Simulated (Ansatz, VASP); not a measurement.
**GaN in VASP and in Ansatz**

The input INCAR:

```
PREC     = Accurate       # precision mode
ENCUT    = 520            # plane-wave cutoff, eV
EDIFF    = 1E-7           # SCF threshold, eV
ISMEAR   = 0              # smearing method
SIGMA    = 0.05           # smearing width, eV
LREAL    = False          # projectors in reciprocal space
LASPH    = True           # aspherical terms in the spheres
NELM     = 100            # most SCF steps
ALGO     = Normal         # electronic algorithm
ISIF     = 2              # what is computed and relaxed
LWAVE    = False          # write WAVECAR
LCHARG   = False          # write CHGCAR
GGA      = PE             # functional
NBANDS   = 16             # bands
```

The input KPOINTS:

```
regular mesh
0
Gamma
  14 14 14
```

File POSCAR:

```
GaN
1.0
    0.0000000000      2.1992920500      2.1032064750
    2.1992920500      0.0000000000      2.1032064750
    2.1992920500      2.1992920500      0.0000000000
Ga N
1 1
Direct
    0.0000000000      0.0000000000      0.0000000000
    0.5000000000      0.5000000000      0.5000000000
```

Input for Ansatz:

```yaml
crystal:
  lattice:
    - [0.0, 2.19929205, 2.103206475]
    - [2.19929205, 0.0, 2.103206475]
    - [2.19929205, 2.19929205, 0.0]
  atoms:
    - { symbol: Ga, position: [0.0, 0.0, 0.0] }
    - { symbol: "N", position: [0.5, 0.5, 0.5] }
basis:
  ecutwfc: 420
kpoints:
  mp_grid: { grid: [14, 14, 14] }
hamiltonian:
  xc: pbe
scf:
  occupations: { method: gaussian, width: 0.05 }
output:
  forces: true
  stress: true
  eigenvalues: true
```

Change from the starting cell: strain +0.030 along x and y, -0.015 along z, atoms carried along.

Alike in both runs: task single point; functional PBE; k mesh 14 × 14 × 14; occupations gaussian, width 0.05 eV; no spin polarisation.

```csv
,VASP,Ansatz
version,VASP 6.6.1,Ansatz 0.2.0
potentials or method,"VASP PAW PBE potentials, release 64 (Ga_d, N)","scalar-relativistic, plane waves, PAW"
plane-wave cutoff (eV),520,420
valence electrons in the cell,18,18
```

Ansatz gave:

| Item | Value |
| --- | --- |
| gap on the k mesh at the Fermi level (eV) | none |
| pressure (GPa) | -8.0 |
| largest component of the traceless stress (GPa) | 3.46 |

**Question.** What did VASP give for the same quantities?

**Answer.** gap on the k mesh at the Fermi level (eV): none; pressure (GPa): -7.3; largest component of the traceless stress (GPa): 3.55.

A gap of «none» marks a metal or a gap that the smearing closes.
